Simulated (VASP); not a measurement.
Consider the following.

```
LiI
1.0
    0.00000     2.95304     2.95304
    2.95304     0.00000     2.95304
    2.95304     2.95304     0.00000
Li I
1 1
Direct
  0.00000   0.00000   0.00000
  0.50000   0.50000   0.50000
```

These are PBEsol GGA, VASP's PBE PAW potentials (set 64) (plane waves; VASP) values and carry that method's errors. Numerical set-up: 520 eV cut-off, Gaussian smearing of 0.050 eV, potentials Li_sv I.

Unless said otherwise, spin-orbit coupling is left out, though it shifts the bands of the heavy elements here.

Task: Give the energies of bands 3 to 8 at the high-symmetry points, in eV from the valence-band maximum.

Result: 
| band | Γ | X | U | L | W |
|---|---|---|---|---|---|
| 3 | -0.01 | -3.21 | -2.81 | -3.27 | -2.45 |
| 4 | -0.01 | -1.35 | -2.17 | -0.32 | -2.45 |
| 5 | -0.01 | -1.35 | -1.03 | -0.32 | -1.42 |
| 6 | 4.34 | 4.31 | 4.78 | 4.43 | 6.18 |
| 7 | 8.18 | 5.17 | 7.03 | 6.10 | 6.73 |
| 8 | 8.18 | 10.63 | 8.40 | 6.10 | 7.91 |

The gap is indirect, 4.31 eV, from the valence maximum at K-Γ at 0.79 to the conduction minimum at X.

The structure was generated: LiI was put into the rock salt type (Fm-3m), which need not be its known phase. It was relaxed first, which changed the volume by +7 %.
